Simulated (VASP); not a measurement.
# Zn (P6_3/mmc) in VASP: a series of runs

The runs below take Zn through relaxation of cell and atoms, with PBEsol, r2SCAN.

Program: VASP 6.6.1. These are calculated values, not measurements. Logs are shortened: lines on timing, memory, paths and dates and some standing lists are left out, and cuts for length are marked.

### 1 The crystal as given

It takes space group P6_3/mmc (No. 194, hexagonal). Conventional cell: a = 2.670 Å, b = 2.670 Å, c = 4.966 Å, α = 90.00°, β = 90.00°, γ = 120.00°. Zn (site symmetry -6m2) is surrounded by 12 Zn at 2.67 to 2.92 Å.

### 2 Relaxation of cell and atoms, PBEsol

INCAR reads:

```
SYSTEM = Zn
  PREC = Accurate
  ENCUT = 600
  EDIFF = 1E-6
  ISMEAR = 1
  SIGMA = 0.1
  LREAL = .FALSE.
  LASPH = .TRUE.
  NELM = 80
  ALGO = Normal
  ISIF = 3
  LWAVE = .FALSE.
  LCHARG = .FALSE.
  GGA = PS
  IBRION = 2
  NSW = 90
  EDIFFG = -0.01
  KPAR = 2
```

KPOINTS reads:

```
Automatic mesh
0
G
  18 18 8
  0 0 0
```

POSCAR reads:

```
Zn
1.0
    2.6700000000      0.0000000000      0.0000000000
   -1.3350000000      2.3122878281      0.0000000000
    0.0000000000      0.0000000000      4.9660000000
Zn
2
Direct
    0.3333333333      0.6666666667      0.2500000000
    0.6666666667      0.3333333333      0.7500000000
```

Potentials or basis: VASP PAW PBE potentials, release 64 (Zn).

On the command line:

```sh
$ cat potpaw_PBE.64/Zn/POTCAR > POTCAR
$ mpirun -np 2 vasp_std > vasp.out
```

OUTCAR:

```text
SYSTEM = Zn
   PREC = Accurate
   ENCUT = 600
   EDIFF = 1E-6
   ISMEAR = 1
   LREAL = .FALSE.
   LASPH = .TRUE.
   NELM = 80
   ISIF = 3
   GGA = PS
   IBRION = 2
   NSW = 90
   EDIFFG = -0.01

 ion  position               nearest neighbor table
   1  0.333  0.667  0.250-   2 2.92   2 2.92   2 2.92   2 2.92   2 2.92   2 2.92
   2  0.667  0.333  0.750-   1 2.92   1 2.92   1 2.92   1 2.92   1 2.92   1 2.92

  LATTYP: Found a hexagonal cell.
 ALAT       =     2.6700000000
 C/A-ratio  =     1.8599250936

  Lattice vectors:

 A1 = (   2.6700000000,   0.0000000000,   0.0000000000)
 A2 = (  -1.3350000000,   2.3122878281,   0.0000000000)
 A3 = (   0.0000000000,   0.0000000000,   4.9660000000)

Analysis of symmetry for initial positions (statically):
=====================================================================
 Subroutine PRICEL returns:
 Original cell was already a primitive cell.

 Routine SETGRP: Setting up the symmetry group for a
 hexagonal supercell.

 Subroutine GETGRP returns: Found 24 space group operations
 (whereof 12 operations were pure point group operations)
 out of a pool of 24 trial point group operations.

The static configuration has the point symmetry D_3d.
 The point group associated with its full space group is D_6h.

Analysis of symmetry for dynamics (positions and initial velocities):
=====================================================================
 Subroutine PRICEL returns:
 Original cell was already a primitive cell.

 Routine SETGRP: Setting up the symmetry group for a
 hexagonal supercell.

 Subroutine GETGRP returns: Found 24 space group operations
 (whereof 12 operations were pure point group operations)
 out of a pool of 24 trial point group operations.

The dynamic configuration has the point symmetry D_3d.
 The point group associated with its full space group is D_6h.

 Subroutine INISYM returns: Found 24 space group operations
 (whereof 12 operations are pure point group operations),
 and found     1 'primitive' translations

----------------------------------------------------------------------------------------

                                     Primitive cell

  volume of cell :      30.6591

  direct lattice vectors                    reciprocal lattice vectors
     2.670000000  0.000000000  0.000000000     0.374531835  0.216236056  0.000000000
    -1.335000000  2.312287828  0.000000000     0.000000000  0.432472112  0.000000000
     0.000000000  0.000000000  4.966000000     0.000000000  0.000000000  0.201369311

  length of vectors
     2.670000000  2.670000000  4.966000000     0.432472112  0.432472112  0.201369311

  position of ions in fractional coordinates (direct lattice)
     0.333333333  0.666666667  0.250000000
     0.666666667  0.333333333  0.750000000

  ion indices of the primitive-cell ions
   primitive index   ion index
                 1           1
                 2           2

----------------------------------------------------------------------------------------

 KPOINTS: Automatic mesh

Automatic generation of k-mesh.
 Grid dimensions read from file:
 generate k-points for:   18   18    8

 Generating k-lattice:

  Cartesian coordinates                     Fractional coordinates (reciprocal lattice)
     0.020807324  0.012013114  0.000000000     0.055555556  0.000000000  0.000000000
     0.000000000  0.024026228  0.000000000     0.000000000  0.055555556  0.000000000
     0.000000000  0.000000000  0.025171164     0.000000000  0.000000000  0.125000000

  Length of vectors
     0.024026228  0.024026228  0.025171164

  Shift w.r.t. Gamma in fractional coordinates (k-lattice)
     0.000000000  0.000000000  0.000000000

 Subroutine IBZKPT returns following result:
 ===========================================

 Found    185 irreducible k-points:

 Following reciprocal coordinates:
            Coordinates               Weight
  0.000000  0.000000  0.000000      1.000000
  0.055556  0.000000  0.000000      6.000000
  0.111111  0.000000  0.000000      6.000000
  0.166667  0.000000  0.000000      6.000000
  0.222222  0.000000  0.000000      6.000000
  0.277778  0.000000  0.000000      6.000000
[... 16 lines left out ...]
  0.333333  0.111111  0.000000     12.000000
  0.388889  0.111111  0.000000     12.000000
 [... further k-points ...]
   k-points           NKPTS =    185   k-points in BZ     NKDIM =    185   number of bands    NBANDS=     16
   number of dos      NEDOS =    301   number of ions     NIONS =      2
   total plane-waves  NPLWV =  23040
   dimension x,y,z NGX =    24 NGY =   24 NGZ =   40
   dimension x,y,z NGXF=    48 NGYF=   48 NGZF=   80
   ions per type =               2
   NGX,Y,Z   is equivalent  to a cutoff of  14.94, 14.94, 13.39 a.u.
   NGXF,Y,Z  is equivalent  to a cutoff of  29.89, 29.89, 26.78 a.u.
 SYSTEM =  Zn
   PREC   = accura    normal or accurate (medium, high low for compatibility)
   ISTART =      0    job   : 0-new  1-cont  2-samecut
   ICHARG =      2    charge: 1-file 2-atom 10-const
   ISPIN  =      1    spin polarized calculation?
   LNONCOLLINEAR =      F non collinear calculations
   LSORBIT =      F    spin-orbit coupling
   LASPH  =      T    aspherical Exc in radial PAW
   ENCUT  =  600.0 eV  44.10 Ry    6.64 a.u.   5.33  5.33  9.92*2*pi/ulx,y,z
   NELM   =     80;   NELMIN=  2; NELMDL= -5     # of ELM steps
   EDIFF  = 0.1E-05   stopping-criterion for ELM
   LREAL  =      F    real-space projection
   EDIFFG = -.1E-01   stopping-criterion for IOM
   NSW    =     90    number of steps for IOM
   IBRION =      2    ionic relax: 0-MD 1-quasi-New 2-CG
   NFREE  =      1    steps in history (QN), initial steepest desc. (CG)
   ISIF   =      3    stress and relaxation
   ISYM   =      2    0-nonsym 1-usesym 2-fastsym
   POTIM  = 0.5000    time-step for ionic-motion
   TEBEG  =    0.0;   TEEND  =   0.0 temperature during run
   PSTRESS=    0.0 pullay stress
   NELECT =      24.0000    total number of electrons
   NUPDOWN=      -1.0000    fix difference up-down
   EMIN   =  10.00;   EMAX   =-10.00  energy-range for DOS
   EFERMI =   0.00;   METHOD = LEGACY
   ISMEAR =     1;   SIGMA  =   0.10  broadening in eV -4-tet -1-fermi 0-gaus
   EFERMI_NEDOS =   21; number of points for ismear=-14 and -15
   IALGO  =     38    algorithm
   IMIX   =      4    mixing-type and parameters
     AMIX     =   0.40;   BMIX     =  1.00
     AMIX_MAG =   1.60;   BMIX_MAG =  1.00
  volume/ion in A,a.u.               =      15.33       103.45
  Fermi-wavevector in a.u.,A,eV,Ry     =   1.508778  2.851177 30.972445  2.276410
  Thomas-Fermi vector in A             =   2.619187
   LORBIT       =      0    0 simple, 1 ext, 2 COOP (PROOUT), +10 PAW based schemes
   GGA     = PS    functional components
   LHFCALC =     F    Hartree Fock is set to
   AEXX    =    0.0000 exact exchange contribution
   IVDW    =     0    specifies the selected vdW correction
   LEPSILON=     F    determine dielectric tensor
   LRPA    =     F    only Hartree local field effects (RPA)
 conjugate gradient relaxation of ions
 non-spin polarized calculation
 Methfessel and Paxton  Order N= 1 SIGMA  =   0.10
  energy-cutoff  :      600.00
  volume of cell :       30.66
 maximum number of plane-waves:      1064
 NGX is ok and might be reduce to    24
   NGX = 11   NGY = 11   NGZ = 19

--------------------------------------- Ionic step        1  -------------------------------------------

 number of electron      24.0000003 magnetization

 Free energy of the ion-electron system (eV)
  ---------------------------------------------------
  ext. energy  EPLUGINS =         0.00000000
  ---------------------------------------------------
  free energy    TOTEN  =        -3.13071626 eV

  energy without entropy =       -3.13074455  energy(sigma->0) =       -3.13072569

------------------------ aborting loop because EDIFF is reached ----------------------------------------

  FORCE on cell =-STRESS in cart. coord.  units (eV):
  Direction    XX          YY          ZZ          XY          YZ          ZX
  --------------------------------------------------------------------------------------
  -------------------------------------------------------------------------------------
  Total       -1.1831629     -1.1831629     -0.8147811      0.0000000     -0.0000000     -0.0000000
  in kB      -61.8294323    -61.8294323    -42.5786297      0.0000000     -0.0000000     -0.0000000
  external PRESSURE =     -55.4124981 kB  Pullay stress =       0.0000000 kB
[... 57 lines left out ...]
  energy  without entropy=       -3.1707615630  energy(sigma->0) =       -3.17100582

--------------------------------------- Ionic step        3  -------------------------------------------

 number of electron      24.0000000 magnetization

 Free energy of the ion-electron system (eV)
  ---------------------------------------------------
  ext. energy  EPLUGINS =         0.00000000
  ---------------------------------------------------
  free energy    TOTEN  =        -3.17149994 eV

  energy without entropy =       -3.17111914  energy(sigma->0) =       -3.17137300

 E-fermi :   3.5596     XC(G=0): -12.0363

 val. band max:        3.5591734787   @ k =   0.2222   0.0556   0.1250
 cond. band min:       3.5637469907   @ k =   0.0000   0.0000   0.2500
 fundamental gap:      0.0045735120
 Fermi energy:         3.5595605546

 k-point     1 :       0.0000    0.0000    0.0000
  band No.  band energies     occupation
      1      -7.5363      2.00000
      2      -5.5199      2.00000
      3      -4.7040      2.00000
      4      -4.4326      2.00000
      5      -4.4326      2.00000
      6      -4.3781      2.00000
[... 8 lines left out ...]
     15      21.0233      0.00000
     16      21.8746      0.00000
[... 420 lines left out ...]
  band No.  band energies     occupation
      1      -5.1543      2.00000
      2      -5.0565      2.00000
      3      -4.9461      2.00000
      4      -4.4407      2.00000
      5      -4.2836      2.00000
      6      -4.2735      2.00000
[... 8 lines left out ...]
     15       9.1748      0.00000
     16      10.4269      0.00000

 [... further k-points ...]
[... 5 lines left out ...]
  --------------------------------------------------------------------------------------
  -------------------------------------------------------------------------------------
  Total        0.0001762      0.0001762      0.0003991      0.0000000      0.0000000      0.0000000
  in kB        0.0098891      0.0098891      0.0223979      0.0000000      0.0000000      0.0000000
  external PRESSURE =       0.0140587 kB  Pullay stress =       0.0000000 kB
[... 17 lines left out ...]
  FREE ENERGIE OF THE ION-ELECTRON SYSTEM (eV)
  ---------------------------------------------------
  free  energy   TOTEN  =        -3.1714999378 eV

  energy  without entropy=       -3.1711191388  energy(sigma->0) =       -3.17137300

 reached required accuracy - stopping structural energy minimisation
```

It took 2.3 min on 2 MPI ranks of AMD EPYC 7R43 (Zen 3), shared host; peak memory 0.19 GiB.

What came out:

```
Free energy                            : -3.1715 eV
Relaxed volume                         : 14.27 Å³/atom
Relaxed cell                           : a = 2.600 Å, b = 2.600 Å, c = 4.876 Å, α = 90.00°, β = 90.00°, γ = 120.00°
Space group after relaxing (to 0.05 Å) : P6_3/mmc (No. 194)
Energy gained by relaxing              : 20.4 meV/atom
Ionic steps                            : 3
Pressure after relaxing                : 0.0 GPa
Band gap on the k mesh                 : none (metal or under the smearing width)
```

The path:
```tsv
step	energy change (eV)	largest force (eV/Å)	pressure (GPa)	volume (Å³)
1	0.0000	0.0000	-5.54	30.66
2	-0.0404	0.0000	0.63	28.37
3	-0.0408	0.0000	0.00	28.55
```

Final structure:
```
Zn
1.0
     2.59996    0.00000    0.00000
    -1.29998    2.25164    0.00000
     0.00000    0.00000    4.87630
Zn
2
Cartesian
  0.0000 1.5011 1.2191
  1.3000 0.7505 3.6572
```

Levels at points of the mesh, in eV from the Fermi level:
```tsv
k point	band 9	band 10	band 11	band 12	band 13	band 14	band 15	band 16
(0.00, 0.00, 0.00)	-7.55	-7.32	-7.32	-4.18	-3.26	13.67	17.46	18.32
(0.50, 0.00, 0.00)	-7.12	-7.10	-3.18	-2.32	2.55	3.44	4.27	5.68
(0.00, 0.00, 0.50)	-7.42	-7.42	-7.42	-7.42	4.43	4.43	19.67	19.67
(0.50, 0.00, 0.50)	-7.11	-7.11	-2.22	-2.22	0.14	0.14	10.25	10.25
```

Caveat: the PAW data sets were made with another functional, which shifts forces and pressure a little.

[end of part 1 of 3]
